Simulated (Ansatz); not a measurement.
The system is C.

```
C
1.0
     0.00000    1.78337    1.78337
     1.78337    0.00000    1.78337
     1.78337    1.78337    0.00000
C
2
Direct
  0.75000 0.75000 0.75000
  0.50000 0.50000 0.50000
```

This isn't the form of C at room conditions, which is graphite.

A run of Ansatz 0.2.0 on this cell left the log below. Logs are shortened: lines on timing, memory, paths and dates and some standing lists are left out, and cuts for length are marked.

```text
Warning: RAYON_NUM_THREADS=2 ignored (pool sized by the plan → 2); use --threads N
Engine: ansatz 0.2.0, x86_64-unknown-linux-gnu
Pseudopotentials: kind: paw
Pseudopotential: C, paw, valence charge 4, recommended cutoff 420 eV (normal), C.paw.azcp
Functional definition: PBE
  parameter kappa = 0.804
  parameter beta = 0.06672455060314922
  exchange = pbe_x(kappa = kappa, mu = beta*pi^2/3)
  correlation = pbe_c(beta = beta)
Crystal: 2 atoms, lattice volume = 11.344 Å³
Basis set: ecut = 420 eV, 229 PW (Γ), exchange–correlation on 36×36×36 points (8 copies of the dense FFT grid, shifted against one another)
Bands: 8, of which v1, the nominal top of the filled ones, is band 4 counted from 1 (3 counted from 0)
Symmetry: 48 space group operations
Space group: Fd-3m (ITA 227), of the structure as read, at distance tolerance 2.2e-5 Å
k-points: 84 of 2197
Non-local potential: C, projectors of the file, l = 0: 2, l = 1: 2, l = 2: 1
PAW form: soft (Blöchl's): semilocal exchange-correlation on the pseudo side does not see the compensation charge
PAW one-centre angular grid: C, 110 points (default); XC on 64 Gauss nodes
Initial density: superposition of atomic densities (neutral atoms: chi_scale 0, normalization atom), corrected by the library's trained network
Initial wavefunctions: pseudopotential atomic-orbital guess
Functional: x = pbe(κ = 0.804, μ = 0.2195149727645171), c = pbe(β = 0.06672455060314922)
SCF iter   1: F=—  HF=-501.615328 eV  |F-HF|=—  |Δ(HF+E_count)|=         —  Δρ=1.76e-3  dr2=9.21e-5  ethr=1.77e-3  ⟨swp⟩=4.7  Hψ=4335  notcnv=0
preconditioner: auto → none  [insulator: Δε(μ)=4.159 eV  Ē_g=19.632 eV  σ=0.050 eV  W_gap=1.00  n_scr=0 (ndim 8)  ℏωp=31.2 eV  f_vac=0.000  D(μ)=0.00/eV (n_scr^D=0)  ε∞_Penn≈3.5]
SCF iter   2: F=—  HF=-501.615446 eV  |F-HF|=—  |Δ(HF+E_count)|=   1.19e-4  Δρ=9.02e-4  dr2=2.48e-5  ethr=1.15e-6  ⟨swp⟩=2.1  Hψ=1645  notcnv=0
SCF iter   3: F=—  HF=-501.615499 eV  |F-HF|=—  |Δ(HF+E_count)|=   5.23e-5  Δρ=1.30e-4  dr2=1.21e-6  ethr=3.10e-7  ⟨swp⟩=2.1  Hψ=996  notcnv=0
SCF iter   4: F=—  HF=-501.615498 eV  |F-HF|=—  |Δ(HF+E_count)|=   4.02e-7  Δρ=5.92e-5  dr2=2.14e-7  ethr=1.51e-8  ⟨swp⟩=1.2  Hψ=704  notcnv=0
iter 5 did not close the SCF: its close was put off for the readings that it lacked (scf_convergence_deferred on its scf_iter line)
SCF iter   5: F=-501.615498 eV  HF=-501.615498 eV  |F-HF|=2.29e-11  |Δ(HF+E_count)|=   1.32e-8  Δρ=4.04e-6  dr2=7.57e-10  ethr=2.68e-9  ⟨swp⟩=2.4  Hψ=1001  notcnv=0
SCF iter   6: F=-501.615498 eV  HF=-501.615498 eV  |F-HF|=8.98e-12  |Δ(HF+E_count)|=  2.90e-10  Δρ=4.00e-7  dr2=5.00e-12  ethr=9.47e-12  ⟨swp⟩=4.1  Hψ=2839  notcnv=0
SCF 1 converged in 6 iterations: F = -501.615498 eV  dr2 = 5.00e-12
  greatest PAW one-centre occupation: 0.644 electrons in one spin orbital (limit 2), on the C atom at site 1 (counted from 0), in its partial waves of l = 0
relax step   1: F+E_penalty+E_count = -501.61549839 eV  Δ(F+E_penalty+E_count) = +0.000e0 eV  max|allowed force component| = 1.850e-17 eV/Å  Δτ_max = 0.0000 Å  P = +1.776 GPa  Ω = 11.344 Å³  (6 SCF iters, accepted)
Crystal: 2 atoms, lattice volume = 11.371 Å³
[... 47 lines left out ...]
SCF converged after 7 iterations
Free energy (F): -501.615746 eV
Harris-Foulkes:  -501.615746 eV  (|F-HF|=2.84e-13)
Internal energy: -501.615746 eV  (E = F + TS)
E sigma→0 (E₀):  -501.615746 eV
Fermi energy:    15.293416 eV
--- Per-component energies (eV) ---
  E_band       = 34.329958
  E_kinetic    = 184.262801
  E_local      = -122.689229  (includes V_loc(G=0)·N_el)
  E_nonlocal   = 53.268526
  E_hartree    = 26.823924
  E_xc         = -97.360463
  E_vxc        = -120.863889  (∫ρ·V_xc dr)
  E_paw        = -198.419582  (= ΣΔE_a)
  E_vpaw       = -13.296117  (= ΣTr[D̂ρ^β])
  E_aug_tail   = 0.000018  (compensation charges beyond the density's cutoff)
  E_ewald      = -347.501741
  E_smearing   = -0.000000  (= −TS)
  E_closure    = -0.000000  (closes the sum)
  Σ components = -501.615746   (vs F -501.615746, Δ=0.00e0)
--- Forces (eV/Å), atoms counted from 1 ---
  atom   1  C     -0.00000000     0.00000000     0.00000000
  atom   2  C      0.00000000    -0.00000000    -0.00000000
  max |Σ_I F_I| component: 8.10e-17 eV/Å
--- Stress (GPa, compression-positive) ---
        0.046447      -0.000000       0.000000
       -0.000000       0.046447      -0.000000
       -0.000000      -0.000000       0.046447
  P = ⅓ Tr σ = 0.0464 GPa (0.464 kbar)
--- Band table (eV; the first three rows and the last of 84) ---
  k-point 0: bands = ["-8.1808", "13.2452", "13.2452", "13.2452", "18.8280", "18.8280", "18.8280", "26.4328"]
  k-point 1: bands = ["-8.0174", "12.1817", "12.9665", "12.9665", "19.1914", "19.1914", "19.4526", "26.5774"]
  k-point 2: bands = ["-7.5290", "9.9196", "12.3387", "12.3387", "20.0146", "20.0146", "20.4641", "26.9989"]
  k-point 83: bands = ["0.4879", "1.9332", "4.6283", "5.6050", "23.4273", "23.4992", "25.2683", "26.5743"]
--- Relaxed structure (3 steps of the walk, 3 accepted, 1 SCFs on fresh bases) ---
  F+E_penalty+E_count = -501.61574593 eV   max|allowed force component| = 1.989e-16 eV/Å   (the final SCF, on the basis selected at the relaxed cell)
  cell:  # Å, volume = 11.3888 Å³
    - [2.5476860164477947e-35, 1.7857287722531452, 1.7857287722531452]
    - [1.7857287722531452, -6.687675793175462e-35, 1.7857287722531452]
    - [1.7857287722531452, 1.7857287722531452, -7.961518801399358e-35]
  atoms:
    - { symbol: C, position: [0.75, 0.75, 0.75] }
    - { symbol: C, position: [0.5, 0.5, 0.5] }
```

Write the input and the command behind it.

Relaxation of cell and atoms with PBE, no spin polarisation. The files as run (others can give the same):

input.yaml
```yaml
crystal:
  lattice:
    - [0.0, 1.78337, 1.78337]
    - [1.78337, 0.0, 1.78337]
    - [1.78337, 1.78337, 0.0]
  atoms:
    - { symbol: C, position: [0.75, 0.75, 0.75] }
    - { symbol: C, position: [0.5, 0.5, 0.5] }
hamiltonian:
  xc: pbe
  pseudopotentials: { kind: paw }
kpoints:
  mp_grid: { grid: [13, 13, 13] }
scf:
  occupations: { method: fermi_dirac, width: 0.05 }
output:
  forces: true
  stress: true
  write_density: true
  write_potential: true
  elf: true
  volumetric_format: npy
relax:
  f_tol: 0.01
  max_steps: 40
  cell: { stress_tol: 0.05 }
```

Potentials or basis: Ansatz PAW.
The run is started by
```console
$ ansatz run input.yaml --threads 2 --pin off --max-ram 5120MiB --backend cpu --events-out ev --progress --plain --runs-dir out
```

Caveat: odd divisions of the mesh miss points on the zone boundary, where band edges often lie, so the gap on the mesh can be too wide; the plane-wave basis is chosen anew once the cell has moved, so the energies of steps on either side of that aren't comparable; the pressure holds a Pulay correction of +1.0 GPa for the finite cutoff.
